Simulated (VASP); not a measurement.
# NaI (Fm-3m) in VASP: notebook, part 2 of 2

VASP 6.6.1. Earlier steps stand in the parts before.

**3. Relaxation of the atoms, PBE (a relaxed cell with its volume scaled by 0.96)**

INCAR

```
SYSTEM = NaI
PREC     = Accurate       ! precision mode
ENCUT    = 300            ! plane-wave cutoff, eV
EDIFF    = 1E-7           ! SCF threshold, eV
ISMEAR   = 0              ! smearing method
SIGMA    = 0.03           ! smearing width, eV
LREAL    = .FALSE.        ! projectors in reciprocal space
LASPH    = .TRUE.         ! aspherical terms in the spheres
NELM     = 80             ! most SCF steps
ALGO     = Normal         ! electronic algorithm
ISIF     = 2              ! what is computed and relaxed
LWAVE    = .FALSE.        ! write WAVECAR
LCHARG   = .FALSE.        ! write CHGCAR
GGA      = PE             ! functional
IBRION   = 2              ! ionic algorithm
NSW      = 40             ! ionic steps
EDIFFG   = -0.01          ! ionic threshold
```

KPOINTS

```
Automatic mesh
0
G
  4 4 4
  0 0 0
```

POSCAR

```
NaI                                     
1.0
    0.0000000000      3.2110310685      3.2110310685
    3.2110310685      0.0000000000      3.2110310685
    3.2110310685      3.2110310685      0.0000000000
  Na              I             
     1     1
Direct
     0.0000000000000000    0.0000000000000000    0.0000000000000000
     0.5000000000000000    0.5000000000000000    0.5000000000000000
```

Potentials or basis: VASP PAW PBE potentials, release 64 (Na, I).

Launch:

```
> cat potpaw_PBE.64/Na/POTCAR potpaw_PBE.64/I/POTCAR > POTCAR
> mpirun -np 1 vasp_std > vasp.out
```

OUTCAR:

```text
SYSTEM = NaI
   PREC = Accurate
   ENCUT = 300
   EDIFF = 1E-7
   ISMEAR = 0
   LREAL = .FALSE.
   LASPH = .TRUE.
   NELM = 80
   ISIF = 2
   GGA = PE
   IBRION = 2
   NSW = 40
   EDIFFG = -0.01

 ion  position               nearest neighbor table
   1  0.000  0.000  0.000-   2 3.21   2 3.21   2 3.21   2 3.21   2 3.21   2 3.21
   2  0.500  0.500  0.500-   1 3.21   1 3.21   1 3.21   1 3.21   1 3.21   1 3.21

  LATTYP: Found a face centered cubic cell.
 ALAT       =     6.4220621370

  Lattice vectors:

 A1 = (   0.0000000000,   3.2110310685,   3.2110310685)
 A2 = (   3.2110310685,   0.0000000000,   3.2110310685)
 A3 = (   3.2110310685,   3.2110310685,   0.0000000000)

Analysis of symmetry for initial positions (statically):
=====================================================================
 Subroutine PRICEL returns:
 Original cell was already a primitive cell.

 Routine SETGRP: Setting up the symmetry group for a
 face centered cubic supercell.

 Subroutine GETGRP returns: Found 48 space group operations
[... 154 lines left out ...]
 cond. band min:       4.8127760985   @ k =   0.0000   0.0000   0.0000
 fundamental gap:      3.6948214851
 Fermi energy:         1.2549869841

 k-point     1 :       0.0000    0.0000    0.0000
  band No.  band energies     occupation
      1      -9.9577      2.00000
      2       1.1180      2.00000
      3       1.1180      2.00000
      4       1.1180      2.00000
      5       4.8128      0.00000
      6       9.0449      0.00000
      7       9.0449      0.00000
      8       9.0449      0.00000
[... 67 lines left out ...]
 k-point     8 :      -0.2500    0.5000    0.2500
  band No.  band energies     occupation
      1      -9.5319      2.00000
      2      -0.3580      2.00000
      3      -0.3580      2.00000
      4       0.1451      2.00000
      5       6.9808      0.00000
      6       8.6248      0.00000
      7       8.6248      0.00000
      8       9.0545      0.00000

------------------------ aborting loop because EDIFF is reached ----------------------------------------

  FORCE on cell =-STRESS in cart. coord.  units (eV):
  Direction    XX          YY          ZZ          XY          YZ          ZX
  --------------------------------------------------------------------------------------
  -------------------------------------------------------------------------------------
  Total        0.2851147      0.2851147      0.2851147      0.0000000     -0.0000000      0.0000000
  in kB        6.8986911      6.8986911      6.8986911      0.0000000     -0.0000000      0.0000000
  external PRESSURE =       6.8986911 kB  Pullay stress =       0.0000000 kB

 VOLUME and BASIS-vectors are now :
 -----------------------------------------------------------------------------
  energy-cutoff  :      300.00
  volume of cell :       66.22
      direct lattice vectors                 reciprocal lattice vectors
     0.000000000  3.211031069  3.211031069    -0.155713224  0.155713224  0.155713224
     3.211031069  0.000000000  3.211031069     0.155713224 -0.155713224  0.155713224
     3.211031069  3.211031069  0.000000000     0.155713224  0.155713224 -0.155713224

 POSITION                                       TOTAL-FORCE (eV/Angst)
 -----------------------------------------------------------------------------------
      0.00000      0.00000      0.00000         0.000000     -0.000000      0.000000
      3.21103      3.21103      3.21103        -0.000000      0.000000     -0.000000
 -----------------------------------------------------------------------------------
    total drift:                                0.000000      0.000000      0.000000

  FREE ENERGIE OF THE ION-ELECTRON SYSTEM (eV)
  ---------------------------------------------------
  free  energy   TOTEN  =        -5.3921854426 eV

  energy  without entropy=       -5.3921854426  energy(sigma->0) =       -5.39218544

 reached required accuracy - stopping structural energy minimisation
```

Run time: 3.2 s. Hardware: 1 thread of Intel Xeon Platinum 8488C (Sapphire Rapids), shared host; peak memory 0.14 GiB.

What came out:

```yaml
Free_energy: -5.3922 eV
Pressure_after_relaxing: 0.7 GPa
Band_gap_on_the_k_mesh: 3.69 eV, direct
```

Final structure:
```
Na I
1.0
     0.00000    3.21103    3.21103
     3.21103    0.00000    3.21103
     3.21103    3.21103    0.00000
Na I
1 1
Cartesian
  0.0000 0.0000 0.0000
  3.2110 3.2110 3.2110
```

Levels at points of the mesh, in eV from the valence-band top:
| k point | band 1 | band 2 | band 3 | band 4 | band 5 | band 6 | band 7 | band 8 |
| --- | --- | --- | --- | --- | --- | --- | --- | --- |
| (0.00, 0.00, 0.00) | -11.08 | 0.00 | 0.00 | 0.00 | 3.69 | 7.93 | 7.93 | 7.93 |
| (0.50, 0.00, 0.00) | -10.75 | -2.27 | -0.29 | -0.29 | 5.09 | 7.44 | 7.44 | 8.89 |
| (0.50, 0.50, 0.00) | -10.66 | -1.99 | -0.78 | -0.78 | 4.50 | 5.51 | 10.00 | 11.33 |

Caveat: the k mesh is coarse (spacing up to 0.42 Å⁻¹), so the values aren't converged; the relaxation stopped at its first step, so nothing moved; spin-orbit coupling is left out, which moves the levels of the heavy elements.

**4. Relaxation of the atoms, PBE (a relaxed cell with its volume scaled by 0.98)**

INCAR is that of step 3.

KPOINTS is that of step 3.

POSCAR

```
NaI                                     
1.0
    0.0000000000      3.2331768101      3.2331768101
    3.2331768101      0.0000000000      3.2331768101
    3.2331768101      3.2331768101      0.0000000000
  Na              I             
     1     1
Direct
     0.0000000000000000    0.0000000000000000    0.0000000000000000
     0.5000000000000000    0.5000000000000000    0.5000000000000000
```

Launch:

```
> cat potpaw_PBE.64/Na/POTCAR potpaw_PBE.64/I/POTCAR > POTCAR
> mpirun -np 1 vasp_std > vasp.out
```

Run time: 3.2 s. Hardware: 1 thread of Intel Xeon Platinum 8488C (Sapphire Rapids), shared host; peak memory 0.14 GiB.

The run converged. Its results:

| Quantity | Value |
| --- | --- |
| Free energy | -5.3966 eV |
| Pressure after relaxing | 0.3 GPa |
| Band gap on the k mesh | 3.64 eV, direct |

Final structure:
```
Na I
1.0
     0.00000    3.23318    3.23318
     3.23318    0.00000    3.23318
     3.23318    3.23318    0.00000
Na I
1 1
Cartesian
  0.0000 0.0000 0.0000
  3.2332 3.2332 3.2332
```

Levels at points of the mesh, in eV from the valence-band top:
```
           k point  band 1  band 2  band 3  band 4  band 5  band 6  band 7  band 8
(0.00, 0.00, 0.00)  -11.02    0.00    0.00    0.00    3.64    7.93    7.93    7.93
(0.50, 0.00, 0.00)  -10.71   -2.19   -0.28   -0.28    5.09    7.42    7.42    8.73
(0.50, 0.50, 0.00)  -10.63   -1.92   -0.75   -0.75    4.48    5.55    9.87   11.21
```

Caveat: the k mesh is coarse (spacing up to 0.42 Å⁻¹), so the values aren't converged; the relaxation stopped at its first step, so nothing moved; spin-orbit coupling is left out, which moves the levels of the heavy elements.

**5. The runs side by side**

```csv
cell,gap on the mesh (eV),pressure (GPa)
atoms relaxed from: a relaxed cell with its volume scaled by 0.94,3.75,1.1
atoms relaxed from: a relaxed cell with its volume scaled by 0.96,3.69,0.7
atoms relaxed from: a relaxed cell with its volume scaled by 0.98,3.64,0.3
```

Alike in all rows: task relaxation of the atoms; level PBE; potentials or basis VASP PAW PBE potentials, release 64 (Na, I); no spin polarisation; k mesh 4 × 4 × 4; cutoff (eV) 300; smearing gaussian 0.03 eV; the mesh is coarse, so values aren't converged.

Caveats: all runs use coarse meshes; the relaxation stopped at its first step, so nothing moved; spin-orbit coupling is left out, which moves the levels of the heavy elements.

Absolute energies hang on the potentials; compare differences alone.
